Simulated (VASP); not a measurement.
# LaB6: B into a neighbouring B vacancy, part 2 of 2

How hard is this move in LaB6: B into a neighbouring B vacancy? Both ends are relaxed first, then a band of images between them. The start is a cell from a database of measured crystal structures.

VASP 6.6.1; PBE; plane waves and PAW (La, B).

So far. Step 3 (Relax the start): The run ended after 13 ionic steps, 0.198 eV below its first step, once the forces on the free atoms met EDIFFG = -0.05. Step 4 (Relax the end): The run ended after 15 ionic steps, 0.275 eV below its first step, once the forces on the free atoms met EDIFFG = -0.05.

**5. Nudged elastic band**

Images on a straight line between the ends relax across the path, while springs keep them spaced along it.

Contents of INCAR:

```
SYSTEM = La4B23
PREC = Normal
ENCUT = 320
EDIFF = 1E-05
NELM = 120
ISMEAR = 1
SIGMA = 0.15
LREAL = Auto
ALGO = Fast
GGA = PE
NBANDS = 75
LASPH = .TRUE.
LWAVE = .FALSE.
LCHARG = .FALSE.
IMAGES = 5
SPRING = -5
IBRION = 3
POTIM = 0.15
NSW = 60
EDIFFG = -0.05
ISYM = 0
ISIF = 0
SMASS = 1
```

Contents of POSCAR:

```
La4B23
1.0
   -4.1541656221      4.1541656221      4.1541656221
    4.1541656221     -4.1541656221      4.1541656221
    4.1541656221      4.1541656221     -4.1541656221
La B
4 23
Direct
    0.0018131043      0.0020266393      0.0008722979
    0.5012015947      0.5012516087      0.9992692945
    0.5013760104      0.0009326963      0.4995484686
    0.0018115216      0.5012037641      0.5000060628
    0.1499427775      0.1494981822      0.4999843086
    0.1486950044      0.6479086643      0.9998059631
    0.6479220991      0.1481272069      0.9996167757
    0.3545649324      0.3544590429      0.5001754697
    0.8472542866      0.8475592162      0.4988107548
    0.8490722465      0.3488188806      0.9993029074
    0.3494934167      0.8495274795      0.0003400811
    0.6514024009      0.5022177971      0.6494889991
    0.1474420140      0.9978675498      0.6491122470
    0.1497485268      0.4978419610      0.1511218613
    0.6488458902      0.9995052436      0.1491000298
    0.5012234119      0.6507799373      0.6495479225
    0.9977253852      0.1474600817      0.6486313712
    0.9994602424      0.6483001547      0.1489456805
    0.4981715608      0.1500669673      0.1518665928
    0.3525425102      0.5019113832      0.3510240797
    0.8487151977      0.9981409594      0.3493439242
    0.8472943129      0.4983498017      0.8482328021
    0.3490862980      0.9991472345      0.8506156590
    0.5024436306      0.3534405182      0.3512984283
    0.9981584952      0.8480869250      0.3495507249
    0.9987362276      0.3490208671      0.8495946025
    0.4979005286      0.8467911658      0.8483929222
```

Contents of KPOINTS:

```
Automatic mesh
0
Gamma
3 3 3
0 0 0
```

Contents of 00/POSCAR:

```
La4B23
1.0
   -4.1541656221      4.1541656221      4.1541656221
    4.1541656221     -4.1541656221      4.1541656221
    4.1541656221      4.1541656221     -4.1541656221
La B
4 23
Direct
    0.0018131043      0.0020266393      0.0008722979
    0.5012015947      0.5012516087      0.9992692945
    0.5013760104      0.0009326963      0.4995484686
    0.0018115216      0.5012037641      0.5000060628
    0.1499427775      0.1494981822      0.4999843086
    0.1486950044      0.6479086643      0.9998059631
    0.6479220991      0.1481272069      0.9996167757
    0.3545649324      0.3544590429      0.5001754697
    0.8472542866      0.8475592162      0.4988107548
    0.8490722465      0.3488188806      0.9993029074
    0.3494934167      0.8495274795      0.0003400811
    0.6514024009      0.5022177971      0.6494889991
    0.1474420140      0.9978675498      0.6491122470
    0.1497485268      0.4978419610      0.1511218613
    0.6488458902      0.9995052436      0.1491000298
    0.5012234119      0.6507799373      0.6495479225
    0.9977253852      0.1474600817      0.6486313712
    0.9994602424      0.6483001547      0.1489456805
    0.4981715608      0.1500669673      0.1518665928
    0.3525425102      0.5019113832      0.3510240797
    0.8487151977      0.9981409594      0.3493439242
    0.8472943129      0.4983498017      0.8482328021
    0.3490862980      0.9991472345      0.8506156590
    0.5024436306      0.3534405182      0.3512984283
    0.9981584952      0.8480869250      0.3495507249
    0.9987362276      0.3490208671      0.8495946025
    0.4979005286      0.8467911658      0.8483929222
```

Contents of 01/POSCAR:

```
La4B23
1.0
   -4.1541656221      4.1541656221      4.1541656221
    4.1541656221     -4.1541656221      4.1541656221
    4.1541656221      4.1541656221     -4.1541656221
La B
4 23
Direct
    0.0010682358      0.0013140895      0.0008879147
    0.5005064433      0.5006110325      0.9994572393
    0.5005803138      0.0003383054      0.4996418962
    0.0010238465      0.5005643953      0.5000168271
    0.1490459713      0.1487667908      0.5001638172
    0.1487504177      0.6481807831      0.9998854756
    0.6480719570      0.1483697193      0.9997207716
    0.3536443326      0.3537183318      0.5003006332
    0.8143656848      0.8148017651      0.4989112366
    0.8492120244      0.3491093426      0.9994462934
    0.3496558752      0.8497048179      0.0003845599
    0.6511938716      0.5020275611      0.6495663871
    0.1471336216      0.9976501697      0.6491473035
    0.1495260915      0.4981666909      0.1509014805
    0.6493548222      0.9997187207      0.1495760317
    0.5011021896      0.6507902259      0.6496194537
    0.9975248765      0.1471711420      0.6488417149
    0.9995524094      0.6489483981      0.1493943802
    0.4982712064      0.1498841862      0.1514851584
    0.3521227794      0.5016987838      0.3509240436
    0.8485582300      0.9980470011      0.3496544069
    0.8477870186      0.4986098623      0.8486072164
    0.3489862153      0.9993430438      0.8503068446
    0.5019062218      0.3529562346      0.3511190994
    0.9979115700      0.8480735094      0.3498090083
    0.9989824601      0.3490243711      0.8494791177
    0.4981817646      0.8474140590      0.8488150525
```

Contents of 02/POSCAR:

```
La4B23
1.0
   -4.1541656221      4.1541656221      4.1541656221
    4.1541656221     -4.1541656221      4.1541656221
    4.1541656221      4.1541656221     -4.1541656221
La B
4 23
Direct
    0.0003233674      0.0006015397      0.0009035316
    0.4998112919      0.4999704564      0.9996451841
    0.4997846172     -0.0002560856      0.4997353238
    0.0002361714      0.4999250265      0.5000275913
    0.1481491650      0.1480353994      0.5003433258
    0.1488058309      0.6484529019      0.9999649882
    0.6482218149      0.1486122316      0.9998247674
    0.3527237327      0.3529776206      0.5004257967
    0.7814770830      0.7820443140      0.4990117184
    0.8493518022      0.3493998046      0.9995896794
    0.3498183336      0.8498821564      0.0004290387
    0.6509853424      0.5018373250      0.6496437750
    0.1468252291      0.9974327897      0.6491823599
    0.1493036562      0.4984914207      0.1506810997
    0.6498637542      0.9999321978      0.1500520335
    0.5009809673      0.6508005145      0.6496909849
    0.9973243678      0.1468822023      0.6490520586
    0.9996445765      0.6495966415      0.1498430800
    0.4983708519      0.1497014051      0.1511037239
    0.3517030486      0.5014861844      0.3508240076
    0.8484012624      0.9979530427      0.3499648896
    0.8482797243      0.4988699229      0.8489816307
    0.3488861327      0.9995388530      0.8499980302
    0.5013688131      0.3524719509      0.3509397706
    0.9976646447      0.8480600937      0.3500672917
    0.9992286925      0.3490278752      0.8493636330
    0.4984630005      0.8480369522      0.8492371827
```

Contents of 03/POSCAR:

```
La4B23
1.0
   -4.1541656221      4.1541656221      4.1541656221
    4.1541656221     -4.1541656221      4.1541656221
    4.1541656221      4.1541656221     -4.1541656221
La B
4 23
Direct
   -0.0004215011     -0.0001110102      0.0009191484
    0.4991161406      0.4993298802      0.9998331290
    0.4989889206     -0.0008504765      0.4998287514
   -0.0005515037      0.4992856577      0.5000383556
    0.1472523588      0.1473040080      0.5005228344
    0.1488612442      0.6487250206      1.0000445007
    0.6483716728      0.1488547440      0.9999287632
    0.3518031329      0.3522369095      0.5005509602
    0.7485884812      0.7492868629      0.4991122002
    0.8494915800      0.3496902667      0.9997330654
    0.3499807920      0.8500594948      0.0004735174
    0.6507768131      0.5016470890      0.6497211630
    0.1465168367      0.9972154096      0.6492174164
    0.1490812209      0.4988161506      0.1504607190
    0.6503726862      1.0001456750      0.1505280354
    0.5008597450      0.6508108031      0.6497625160
    0.9971238590      0.1465932626      0.6492624024
    0.9997367436      0.6502448850      0.1502917797
    0.4984704975      0.1495186240      0.1507222895
    0.3512833178      0.5012735850      0.3507239716
    0.8482442947      0.9978590844      0.3502753724
    0.8487724300      0.4991299836      0.8493560449
    0.3487860500      0.9997346623      0.8496892158
    0.5008314043      0.3519876672      0.3507604417
    0.9974177194      0.8480466780      0.3503255750
    0.9994749250      0.3490313792      0.8492481482
    0.4987442364      0.8486598454      0.8496593130
```

Contents of 04/POSCAR:

```
La4B23
1.0
   -4.1541656221      4.1541656221      4.1541656221
    4.1541656221     -4.1541656221      4.1541656221
    4.1541656221      4.1541656221     -4.1541656221
La B
4 23
Direct
   -0.0011663695     -0.0008235600      0.0009347652
    0.4984209892      0.4986893041      1.0000210738
    0.4981932241     -0.0014448674      0.4999221790
   -0.0013391788      0.4986462889      0.5000491199
    0.1463555526      0.1465726166      0.5007023429
    0.1489166575      0.6489971394      1.0001240132
    0.6485215308      0.1490972564      1.0000327591
    0.3508825331      0.3514961984      0.5006761237
    0.7156998795      0.7165294118      0.4992126819
    0.8496313579      0.3499807287      0.9998764515
    0.3501432505      0.8502368332      0.0005179962
    0.6505682838      0.5014568530      0.6497985510
    0.1462084443      0.9969980295      0.6492524729
    0.1488587856      0.4991408805      0.1502403382
    0.6508816181      1.0003591521      0.1510040373
    0.5007385228      0.6508210917      0.6498340472
    0.9969233503      0.1463043229      0.6494727461
    0.9998289106      0.6508931284      0.1507404794
    0.4985701430      0.1493358430      0.1503408551
    0.3508635871      0.5010609857      0.3506239355
    0.8480873270      0.9977651261      0.3505858551
    0.8492651358      0.4993900442      0.8497304592
    0.3486859673      0.9999304716      0.8493804014
    0.5002939955      0.3515033836      0.3505811128
    0.9971707942      0.8480332624      0.3505838584
    0.9997211575      0.3490348832      0.8491326634
    0.4990254724      0.8492827385      0.8500814433
```

Contents of 05/POSCAR:

```
La4B23
1.0
   -4.1541656221      4.1541656221      4.1541656221
    4.1541656221     -4.1541656221      4.1541656221
    4.1541656221      4.1541656221     -4.1541656221
La B
4 23
Direct
   -0.0019112380     -0.0015361098      0.0009503821
    0.4977258378      0.4980487280      1.0002090186
    0.4973975275     -0.0020392584      0.5000156066
   -0.0021268539      0.4980069201      0.5000598841
    0.1454587463      0.1458412252      0.5008818515
    0.1489720707      0.6492692582      1.0002035258
    0.6486713887      0.1493397687      1.0001367550
    0.3499619332      0.3507554872      0.5008012872
    0.6828112777      0.6837719607      0.4993131637
    0.8497711358      0.3502711907      1.0000198375
    0.3503057089      0.8504141717      0.0005624750
    0.6503597546      0.5012666169      0.6498759389
    0.1459000518      0.9967806495      0.6492875293
    0.1486363503      0.4994656103      0.1500199574
    0.6513905501      1.0005726292      0.1514800391
    0.5006173005      0.6508313803      0.6499055784
    0.9967228416      0.1460153832      0.6496830898
    0.9999210776      0.6515413718      0.1511891792
    0.4986697886      0.1491530619      0.1499594206
    0.3504438563      0.5008483863      0.3505238994
    0.8479303594      0.9976711677      0.3508963378
    0.8497578415      0.4996501048      0.8501048735
    0.3485858847      1.0001262808      0.8490715870
    0.4997565868      0.3510191000      0.3504017840
    0.9969238690      0.8480198468      0.3508421418
    0.9999673899      0.3490383873      0.8490171787
    0.4993067084      0.8499056317      0.8505035735
```

Contents of 06/POSCAR:

```
La4B23
1.0
   -4.1541656221      4.1541656221      4.1541656221
    4.1541656221     -4.1541656221      4.1541656221
    4.1541656221      4.1541656221     -4.1541656221
La B
4 23
Direct
   -0.0026561064     -0.0022486596      0.0009659989
    0.4970306864      0.4974081518      1.0003969634
    0.4966018309     -0.0026336493      0.5001090342
   -0.0029145290      0.4973675513      0.5000706484
    0.1445619401      0.1451098338      0.5010613601
    0.1490274840      0.6495413770      1.0002830383
    0.6488212466      0.1495822811      1.0002407508
    0.3490413334      0.3500147761      0.5009264507
    0.6499226759      0.6510145096      0.4994136455
    0.8499109136      0.3505616527      1.0001632235
    0.3504681674      0.8505915101      0.0006069538
    0.6501512253      0.5010763809      0.6499533269
    0.1455916594      0.9965632694      0.6493225858
    0.1484139150      0.4997903402      0.1497995766
    0.6518994821      1.0007861063      0.1519560410
    0.5004960782      0.6508416689      0.6499771096
    0.9965223329      0.1457264435      0.6498934335
    1.0000132447      0.6521896152      0.1516378789
    0.4987694341      0.1489702808      0.1495779862
    0.3500241255      0.5006357869      0.3504238634
    0.8477733917      0.9975772094      0.3512068205
    0.8502505472      0.4999101654      0.8504792878
    0.3484858020      1.0003220901      0.8487627726
    0.4992191780      0.3505348163      0.3502224551
    0.9966769437      0.8480064311      0.3511004252
    1.0002136224      0.3490418913      0.8489016939
    0.4995879443      0.8505285249      0.8509257038
```

The projector-augmented-wave data sets are La and B (PBE family, release 64).

Started as:

```sh
mpirun -np 5 vasp_std
```

The job ended after 62 min (5 MPI ranks of AMD EPYC 9R14 (Zen 4), shared host; peak memory 1.2 GiB).

The band used up its steps before its forces met the threshold, so no barrier is taken from it.

**6. Outcome**

* result: none

What this shows: The session ends without its result: «nudged elastic band» used up its steps.

[Lines on the potential files, build, host, timing and source positions are cut from VASP's logs without a mark.]

[Logs are printed without paths, hosts, clocks, repeated set-up lines and the standing remarks that a program may print on its own settings, such as how far it seeks lower states.]

[Hosts, paths, dates, database ids (printed as entryN), source tags and the programs' standing remarks are cut or masked in the printed files.]

[Runs that stopped without an error message from VASP are left out.]
